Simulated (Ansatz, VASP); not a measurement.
**Two plane-wave programs on SrTiO3 (Tausonite)**

INCAR

```
SYSTEM = SrTiO3
PREC = Accurate
ENCUT = 520
EDIFF = 1E-6
ISMEAR = 0
SIGMA = 0.02
LREAL = .FALSE.
LASPH = .TRUE.
NELM = 80
ALGO = Normal
ISIF = 2
LWAVE = .FALSE.
LCHARG = .TRUE.
GGA = PS
LELF = .TRUE.
LVHAR = .TRUE.
NBANDS = 28
```

File KPOINTS:

```
regular mesh
0
G
  8 8 8
  0 0 0
```

The input POSCAR:

```
SrTiO3
1.0
    3.8755096039      0.0000000000      0.0000000000
    0.0000000000      3.8755096039      0.0000000000
    0.0000000000      0.0000000000      3.8755096039
Sr Ti O
1 1 3
Direct
    0.5000000000      0.5000000000      0.5000000000
    0.0000000000      0.0000000000      0.0000000000
    0.5000000000      0.0000000000      0.0000000000
    0.0000000000      0.5000000000      0.0000000000
    0.0000000000      0.0000000000      0.5000000000
```

Input for Ansatz:

```yaml
crystal:
  lattice:
    - [3.8755096039, 0.0, 0.0]
    - [0.0, 3.8755096039, 0.0]
    - [0.0, 0.0, 3.8755096039]
  atoms:
    - { symbol: Sr, position: [0.5, 0.5, 0.5] }
    - { symbol: Ti, position: [0.0, 0.0, 0.0] }
    - { symbol: O, position: [0.5, 0.0, 0.0] }
    - { symbol: O, position: [0.0, 0.5, 0.0] }
    - { symbol: O, position: [0.0, 0.0, 0.5] }
basis:
  ecutwfc: 420
kpoints:
  mp_grid: { grid: [8, 8, 8] }
  band_path:
    path:
      - [[0.0, 0.0, 0.0], [0.0, 0.5, 0.0], [0.5, 0.5, 0.0], [0.0, 0.0, 0.0], [0.5, 0.5, 0.5], [0.0, 0.5, 0.0]]
      - [[0.5, 0.5, 0.5], [0.5, 0.5, 0.0]]
    npoints: 12
hamiltonian:
  xc: pbesol
scf:
  occupations: { method: gaussian, width: 0.02 }
  n_extra_bands: 6
output:
  forces: true
  stress: true
  eigenvalues: true
```

Alike in both runs: task single point; functional PBEsol; k mesh 8 × 8 × 8; occupations gaussian, width 0.02 eV; no spin polarisation.

|  | VASP | Ansatz |
| --- | --- | --- |
| version | VASP 6.6.1 | Ansatz 0.2.0 |
| potentials or method | VASP PAW PBE potentials, release 64 (Sr_sv, Ti_sv, O) | scalar-relativistic, plane waves, PAW |
| plane-wave cutoff (eV) | 520 | 420 |
| valence electrons in the cell | 40 | 40 |

Ansatz gave:

```
gap on the k mesh at the Fermi level (eV) : 1.87
least direct gap on the mesh (eV)         : 2.21
pressure (GPa)                            : 2.3
```

Problem. What did VASP give for the same quantities?

Solution. gap on the k mesh at the Fermi level (eV): 1.84; least direct gap on the mesh (eV): 2.18; pressure (GPa): 3.0.

Caveats: the PAW data sets were made with another functional, which shifts forces and pressure a little (VASP). A k mesh can miss the band edges.
